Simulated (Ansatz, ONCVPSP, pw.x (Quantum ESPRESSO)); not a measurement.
## From atom to crystal: ONCV potential for Ta

```
Element                 : Ta (Z = 73)
Generator               : ONCVPSP 4.0.1.1 (patched build)
Type                    : optimised norm-conserving Vanderbilt (ONCV)
Functional              : PBE
Relativity              : scalar-relativistic
Frozen core             : [Kr] 4d10 4f14
Valence charge          : 13
Reference configuration : 5s2 5p6 5d3 6s2
Partial waves           : 5s+6s: rc 1.75 bohr, ncon 3, nbas 7, qcut 6.1 1/bohr, 2 projectors; 5p: rc 1.75 bohr, ncon 4, nbas 8, qcut 7.1 1/bohr, 2 projectors, debl 3.8 Ha; 5d: rc 1.75 bohr, ncon 5, nbas 9, qcut 9.3 1/bohr, local
Local potential         : the d channel
Core correction         : Teter function, fcfact 4, rcfact 1
```

Atomic tests: cutoffs needed: 16 Ha and 28 Ha (the cutoffs (Ha) at which the residual kinetic energy of the hardest occupied pseudo-wave falls to 1 and 0.1 mHa per electron); ghost test: no bound ghost flagged; no localised positive-energy state flagged; largest excitation error: +5.6 meV (all-electron minus pseudo) for 5s2 5p6 5d2 6s0, out of 4 test configurations.

Crystal test: fcc Ta in pw.x 7.5, no spin, 13³ k-points, Fermi–Dirac smearing 0.01 Ry, cutoffs 65/260 Ry. The lattice is a test structure that the element need not adopt, and mesh and smearing are coarse.

pw.x input:

```
&control
  calculation='scf', prefix='x', pseudo_dir='./', outdir='./tmp', tstress=.true., disk_io='none'
/
&system
  ibrav=0, nat=1, ntyp=1, ecutwfc=65, ecutrho=260, nbnd=14,
  occupations='smearing', smearing='fd', degauss=0.01
/
&electrons
  conv_thr=1e-09, mixing_beta=0.4, electron_maxstep=70
/
ATOMIC_SPECIES
Ta 1.0 Ta.UPF
CELL_PARAMETERS angstrom
  0.00000000 2.11534489 2.11534489
  2.11534489 0.00000000 2.11534489
  2.11534489 2.11534489 0.00000000
ATOMIC_POSITIONS crystal
Ta 0.0000 0.0000 0.0000
K_POINTS automatic
13 13 13 0 0 0
```

```bash
pw.x < Ta.scf.in > Ta.scf.out
```

Problem. How does the run end?

Solution. It converges; the pressure is -2.49 GPa against -0.85 GPa from all-electron LAPW.  The log shows:

```
     using ibrav=0 with symmetry is DISCOURAGED, use correct ibrav instead
     lattice parameter (alat)  =       5.6532  a.u.
     unit-cell volume          =     127.7527 (a.u.)^3
     number of electrons       =        13.00
     number of Kohn-Sham states=           14
     kinetic-energy cutoff     =      65.0000  Ry
     charge density cutoff     =     260.0000  Ry
     scf convergence threshold =      1.0E-09
     Exchange-correlation= PBE
     number of k points=    84  Fermi-Dirac smearing, width (Ry)=  0.0100
     iteration #  1     ecut=    65.00 Ry     beta= 0.40
     total energy              =    -121.16714302 Ry
     estimated scf accuracy    <       0.03111714 Ry
     iteration #  2     ecut=    65.00 Ry     beta= 0.40
     total energy              =    -121.16707892 Ry
     estimated scf accuracy    <       0.00549755 Ry
     iteration #  3     ecut=    65.00 Ry     beta= 0.40
     total energy              =    -121.16772134 Ry
     estimated scf accuracy    <       0.00028008 Ry
     iteration #  4     ecut=    65.00 Ry     beta= 0.40
     total energy              =    -121.16773630 Ry
     estimated scf accuracy    <       0.00000496 Ry
     iteration #  5     ecut=    65.00 Ry     beta= 0.40
     total energy              =    -121.16773762 Ry
     estimated scf accuracy    <       0.00000067 Ry
     iteration #  6     ecut=    65.00 Ry     beta= 0.40
     the Fermi energy is    17.7335 ev
!    total energy              =    -121.16773772 Ry
     estimated scf accuracy    <          6.5E-10 Ry
     smearing contrib. (-TS)   =      -0.00540144 Ry
     The total energy is F=E-TS. E is the sum of the following terms:
     one-electron contribution =     -21.28928240 Ry
     hartree contribution      =      15.48618039 Ry
     xc contribution           =     -18.44157167 Ry
     ewald contribution        =     -96.91766261 Ry
     convergence has been achieved in   6 iterations
          total   stress  (Ry/bohr**3)                   (kbar)     P=      -24.88
     Message from routine punch:
     Nothing written, as per user request (disk_io='none')
```
